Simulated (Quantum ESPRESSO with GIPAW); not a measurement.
# 1H and 11B NMR of Ca(BH4)2, calculated, part 2 of 2

Aim: the magnetic shielding of every site in Ca(BH4)2.

Quantum ESPRESSO with GIPAW; PBEsol.

So far. Step 2 (Ground state): It converged in 14 cycles to an estimated accuracy of 3e-11 Ry, on 9 irreducible k-points.

**3. Magnetic response (continued)**

Level of this step: DFT, PBEsol, plane-wave PAW (pslibrary 1.0.0 recipes), scalar-relativistic, GIPAW shieldings (Quantum ESPRESSO with GIPAW).

The f-sum rule is met to 0.0050 of 49.2 (0.01 %). Converged shieldings require that this miss be small, but a small miss does not prove them.

From the symmetric part of each tensor, with principal values σ11 ≤ σ22 ≤ σ33: σ_iso is their mean, the span is σ33 − σ11 and the skew 3(σ_iso − σ22)/span. (gipaw.x prints an anisotropy in another convention.)

| site | atom no. | atoms in cell | σ_iso (ppm) | span (ppm) | skew |
| --- | --- | --- | --- | --- | --- |
| Ca | 1 | 2 | 1072 | 74 | 0.80 |
| B | 3 | 4 | 120.8 | 11.3 | 0.00 |
| H(1) | 7 | 4 | 23.97 | 1.61 | -0.69 |
| H(2) | 11 | 4 | 24.28 | 0.87 | 0.48 |
| H(3) | 15 | 4 | 24.00 | 1.71 | -0.89 |
| H(4) | 19 | 4 | 24.38 | 2.35 | 0.49 |

The macroscopic shape term is switched off. For a spherical sample the valence susceptibility of this run would add about 6 ppm to every site, a rough estimate, since the susceptibility converges slowly and lacks part of the PAW terms. Differences within the crystal don't depend on it, but shieldings of different compounds can't be compared to better than a few ppm without it.

In this run the largest span is that of Ca (site symmetry 2), with principal values 1045, 1052 and 1118 ppm.

11B and 43Ca also have a quadrupolar coupling here. It is not given: on PAW files the efg job of this gipaw.x leaves out the augmentation charge of neighbouring atoms and can miss by tens of per cent.

**4. From shieldings to shifts**

A shielding is counted from the bare nucleus and a shift from a reference compound, with the opposite sign. A fitted line does better than one reference, as its slope takes up part of the functional's error. For ¹H and ⁷Li, with little paramagnetic shielding, slope and scatter come mostly from geometry, vibration and the shape term.

Shifts follow from reference lines fitted to measured solids with this functional and these files. 1H: δ = (29.62 − σ) / 1.196, zero at TMS, fitted to 10 measured values, from Ca(OH)2, CsH2PO4, LiBH4, LiH, MgH2, NaH, NaOH and NH4H2PO4, with a scatter of 0.63 ppm r.m.s. (this compound left out), with σ taken with the shape term of a sphere (5.7 ppm here). Kinds of site that fitted badly were split off after the misses were seen, so the scatter is that of the points kept.

Covalently bonded atoms count as neighbours within 1.18 times the sum of their radii. Otherwise a cation's neighbours lie within 1.2 times its shortest bond (1.3 for large cations, each anion's radius taken off where they differ), and an anion's are the cations that count it.

| site | atom no. | atoms in cell | surroundings | bonds (Å) | δ_iso (ppm) |
| --- | --- | --- | --- | --- | --- |
| Ca | 1 | 2 | CaH10 | 2.30 to 2.49 | - |
| B | 3 | 4 | BH4 | 1.23 to 1.24 | - |
| H(1) | 7 | 4 | bound to B | 1.232 | -0.05 |
| H(2) | 11 | 4 | bound to B | 1.236 | -0.31 |
| H(3) | 15 | 4 | bound to B | 1.232 | -0.07 |
| H(4) | 19 | 4 | bound to B | 1.228 | -0.39 |

The 4 H sites spread over 0.40 ppm in shielding, from H(1) (least shielded) to H(4).

Simulated spectrum, 1H MAS at 25 kHz, 7.05 T (300.2 MHz), lines broadened by 0.5 ppm; rigid lattice, with dipolar and J couplings left out: a single narrow line at -0.21 ppm.

At this broadening the 4 sites give 1 resolved isotropic line.

**5. Other settings and structures**

Each row names what was changed: another functional shows how far the paramagnetic term hangs on the exchange-correlation form.

Changes of σ_iso (ppm) against the run above (PBEsol, cutoffs 55 and 330 Ry, mesh 3×3×5, 18 min). Times are CPU times of pw.x and gipaw.x together, on 4 MPI ranks of Arm Neoverse V2, shared host; on a shared host they are rough.

| run | CPU time | f-sum miss | Ca | B | H(1) | H(2) | H(3) | H(4) |
| --- | --- | --- | --- | --- | --- | --- | --- | --- |
| LDA | 16 min | 0.0061 | -24.5 | -3.3 | -0.29 | -0.28 | -0.29 | -0.30 |

**6. Results**

```yaml
1h_shift: -0.05, -0.07, -0.31, -0.39 ppm
11b_shielding_without_shape_term: 120.8 ppm
43ca_shielding_without_shape_term: 1072 ppm
```

What this shows: 1H has 4 sites, in the ratio 1:1:1:1: H(1) (bound to B) at a shift of -0.05, H(3) (bound to B) at a shift of -0.07, H(2) (bound to B) at a shift of -0.31 and H(4) (bound to B) at a shift of -0.39 ppm. The closest two lie 0.021 ppm apart, less than the scatter of the reference line; errors within one crystal cancel in part, but their order is not certain. A finer mesh and a higher cutoff were not carried through on these files. The largest change with the functional is 24.5 ppm in absolute shielding; part of that drops out once each functional has its own reference line. Hydrogen's values are less sure: spans of ¹H carry errors of some ppm on PAW files, the bulk susceptibility matters on its narrow scale, and it is treated as a fixed classical nucleus at 0 K. Groups such as BH4 often reorient fast at room temperature, which averages anisotropies and couplings that this rigid-lattice calculation keeps whole. This build of gipaw.x prints that it is not audited and that its numbers are no references by themselves. It also reports spline_ps as false although the input sets it; why was not traced.

[Banner, clock, file and message-heading lines were taken out of the pw.x and gipaw.x logs.]

[Logs are printed without paths, hosts, clocks, repeated set-up lines and the standing remarks that a program may print on its own settings, such as how far it seeks lower states.]

[Hosts, paths, dates, database ids (printed as entryN), source tags and the programs' standing remarks are cut or masked in the printed files.]

[Where no reference line passes its bar on scatter, no shift is given, so a measured shift of this compound may stand uncompared.]
